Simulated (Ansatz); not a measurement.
Input and command of a plane-wave DFT calculation in Ansatz:

```yaml
crystal:
  lattice:
    - [2.9361543272, 0.0, -0.0734038582]
    - [-1.4680771636, 2.5427842368, 0.0367019291]
    - [-0.0721154638, 0.0, 2.8846185526]
  atoms:
    - { symbol: Ta, position: [0.3333333333, 0.6666666667, 0.5] }
    - { symbol: "N", position: [0.0, 0.0, 0.0] }
basis:
  ecutwfc: 500
kpoints:
  mp_grid: { grid: [24, 24, 20] }
hamiltonian:
  xc: r2scan
scf:
  occupations: { method: gaussian, width: 0.15 }
output:
  forces: true
  stress: true
  eigenvalues: true
```

```bash
ansatz run input.yaml --threads 1 --pin off --max-ram 2560MiB --backend cpu --events-out ev --progress --plain --runs-dir out
```

Processor: Intel(R) Xeon(R) Platinum 8259CL CPU @ 2.50GHz (Skylake/Cascade Lake), 1 thread, on a host shared with other jobs.

Q: Estimate time, memory and problem size.

A: About 2.4 min on 1 thread of Intel(R) Xeon(R) Platinum 8259CL CPU @ 2.50GHz (Skylake/Cascade Lake), on a shared host, peak memory 1.6 GiB. It solves 13 bands at 3014 k points (the mesh reduced by symmetry) with about 555 plane waves, in 7 SCF iterations.
